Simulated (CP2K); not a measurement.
A run of CP2K 2026.2:

File kcl_scf.inp:

```
&GLOBAL
  PROJECT kcl_scf
  RUN_TYPE ENERGY_FORCE
  PRINT_LEVEL LOW
&END GLOBAL
&FORCE_EVAL
  METHOD QS
  STRESS_TENSOR ANALYTICAL
  &DFT
    BASIS_SET_FILE_NAME BASIS_MOLOPT_UZH
    POTENTIAL_FILE_NAME GTH_POTENTIALS
    &MGRID
      CUTOFF 450
      REL_CUTOFF 60
      NGRIDS 4
    &END MGRID
    &QS
      METHOD GPW
      EPS_DEFAULT 1.0E-10
    &END QS
    &KPOINTS
      SCHEME MONKHORST-PACK 7 7 7
      GAMMA_CENTERED T
      SYMMETRY T
      SYMMETRY_BACKEND SPGLIB
    &END KPOINTS
    &SCF
      SCF_GUESS ATOMIC
      EPS_SCF 1.0E-6
      MAX_SCF 100
      ADDED_MOS 10
      CHOLESKY OFF
      EPS_EIGVAL 1.0E-7
      &DIAGONALIZATION ON
        ALGORITHM STANDARD
      &END DIAGONALIZATION
      &MIXING ON
        METHOD BROYDEN_MIXING
        ALPHA 0.4
        BETA 1.5
        NBUFFER 8
      &END MIXING
      &SMEAR ON
        METHOD GAUSSIAN
        SIGMA [eV] 0.02
      &END SMEAR
    &END SCF
    &XC
      &XC_FUNCTIONAL
        &LDA_X
        &END LDA_X
        &LDA_C_PW
        &END LDA_C_PW
      &END XC_FUNCTIONAL
    &END XC
    &PRINT
      &KPOINTS ON
      &END KPOINTS
      &MULLIKEN ON
      &END MULLIKEN
      &MO ON
        ENERGIES T
        OCCUPATION_NUMBERS T
        &EACH
          QS_SCF 0
        &END EACH
        ADD_LAST NUMERIC
      &END MO
    &END PRINT
  &END DFT
  &SUBSYS
    &CELL
      A 3.8391960000 0.0000000000 0.0000000000
      B 0.0000000000 3.8391960000 0.0000000000
      C 0.0000000000 0.0000000000 3.8391960000
      PERIODIC XYZ
    &END CELL
    &COORD
      SCALED
      K   0.0000000000 0.0000000000 0.0000000000
      Cl  0.5000000000 0.5000000000 0.5000000000
    &END COORD
    &KIND K
      BASIS_SET TZVP-MOLOPT-PBE-GTH-q9
      POTENTIAL GTH-PADE-q9
    &END KIND
    &KIND Cl
      BASIS_SET TZVP-MOLOPT-PBE-GTH-q7
      POTENTIAL GTH-PADE-q7
    &END KIND
    &PRINT
      &ATOMIC_COORDINATES ON
      &END ATOMIC_COORDINATES
      &CELL ON
      &END CELL
    &END PRINT
  &END SUBSYS
  &PRINT
    &FORCES ON
    &END FORCES
    &STRESS_TENSOR ON
    &END STRESS_TENSOR
  &END PRINT
&END FORCE_EVAL
```

Potentials or basis: GTH_POTENTIALS K GTH-PADE-q9, Cl GTH-PADE-q7; TZVP-MOLOPT-PBE-GTH basis.

Run with:

```sh
$ OMP_NUM_THREADS=1 cp2k.psmp -i kcl_scf.inp -o kcl_scf.out
```

Hardware: 1 thread of Arm Neoverse V2, with other jobs on the host.

Problem. How long does it take, and how much memory?

Solution. Wall time 15 s on 1 thread of Arm Neoverse V2, with other jobs on the host, peak memory 0.28 GiB. Counts: scf iterations 12, k points 20, basis 35, bands 18, force evaluations 1.
